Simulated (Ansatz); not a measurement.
Crystal: Br.

```
CELL_PARAMETERS angstrom
3.36325 -2.32255 0.00000
3.36325 2.32255 0.00000
0.00000 0.00000 8.70230
ATOMIC_POSITIONS crystal
Br 0.36510 0.63490 0.39010
Br 0.13490 0.86510 0.89010
Br 0.63490 0.36510 0.60990
Br 0.86510 0.13490 0.10990
```

```yaml
Program: Ansatz 0.2.0
Task: single point
Functional: PBE
Potentials_or_basis: all-electron LAPW, scalar-relativistic
Cutoff: 348 eV (chosen from the basis error)
Basis_error_allowed: 0.001 eV/atom
k_mesh: 7 × 7 × 3
Occupations: fermi-dirac, width 0.05 eV
Spin: no spin polarisation
```

On this cell: pressure 1.8 GPa; largest force 0.868 eV/Å; band gap on the k mesh 1.91 eV, indirect (least direct gap 1.93 eV).

The same run follows on a disturbed copy (atoms moved at random, drawn with an rms of 0.05 Å):

```xyz
4
Lattice="3.3632 -2.3226 0.0000 3.3632 2.3226 0.0000 0.0000 0.0000 8.7023" Properties=species:S:1:pos:R:3 pbc="T T T"
Br    3.3857    0.6560    3.3552
Br    3.3759    1.6889    7.7164
Br    3.2985   -0.6329    5.3389
Br    3.3365   -1.7013    0.8863
```

Task: What changes?

Result: The energy moves by +3.5 meV/atom; pressure 1.4 GPa; largest force 1.417 eV/Å; band gap on the k mesh 1.71 eV, indirect (least direct gap 1.78 eV).

Forces in eV/Å, atoms in the order of the input:
```
Br  -0.057 -0.083  0.039
Br  -0.022 -0.682 -1.203
Br   0.066  0.086 -0.080
Br   0.013  0.678  1.244
```

Stress tensor (GPa, compression positive):
```
 1.26 -0.04 -0.01
-0.04  0.85  1.95
-0.01  1.95  2.02
```

Caveats: an odd mesh through Γ misses points on the zone boundary, where band edges often lie.
